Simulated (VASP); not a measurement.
Here is a VASP 6.6.1 calculation.

The input INCAR:

```
SYSTEM = GaAs
ALGO = Normal
EDIFF = 1E-6
ENCUT = 520
GGA = PE
ISIF = 2
ISMEAR = 0
LASPH = .True.
LCHARG = .True.
LELF = .True.
LREAL = .False.
LVHAR = .True.
LWAVE = .False.
NELM = 100
PREC = Accurate
SIGMA = 0.1
```

KPOINTS

```
k-points
0
Gamma
  8 8 8
  0 0 0
```

The input POSCAR:

```
GaAs
1.0
    0.0000000000      2.8268500000      2.8268500000
    2.8268500000      0.0000000000      2.8268500000
    2.8268500000      2.8268500000      0.0000000000
As Ga
1 1
Cartesian
    4.2402750000      4.2402750000      4.2402750000
    0.0000000000      0.0000000000      0.0000000000
```

Potentials or basis: VASP PAW PBE potentials, release 54 (As, Ga_d).

Run with:

```sh
$ cat potpaw_PBE.54/As/POTCAR potpaw_PBE.54/Ga_d/POTCAR > POTCAR
$ mpirun -np 1 vasp_std > vasp.out
```

Q: Predict the band gap on the k mesh.

A: 0.52 eV, direct.

Q: Predict the pressure.

A: 3.4 GPa.

**What was measured.**

From “Evidence of valence band perturbations in GaAsN/GaAs(001): A combined variable-angle spectroscopic ellipsometry and modulated photoreflectance investigation”, 2008, arxiv:0805.2212, for a bulk crystal of GaAs at 300 K: band gap 1.418 ± 0.005 eV (direct).

Against the measured gap of GaAs, 1.418 eV (direct; 300 K; “Evidence of valence band perturbations in GaAsN/GaAs(001): A combined variable-angle spectroscopic ellipsometry and modulated photoreflectance investigation”, 2008, arxiv:0805.2212), the calculated 0.52 eV is off by -0.90 eV. 3 values of this kind are on record (1.412 to 1.51 eV); this one was drawn at random among those near their median, those with a stated uncertainty first. Spin-orbit coupling on As, Ga is left out. The value is that of PBE on a finite k mesh, which can miss the band edges, without temperature or zero-point motion. Semilocal functionals fall short of measured gaps as a rule.
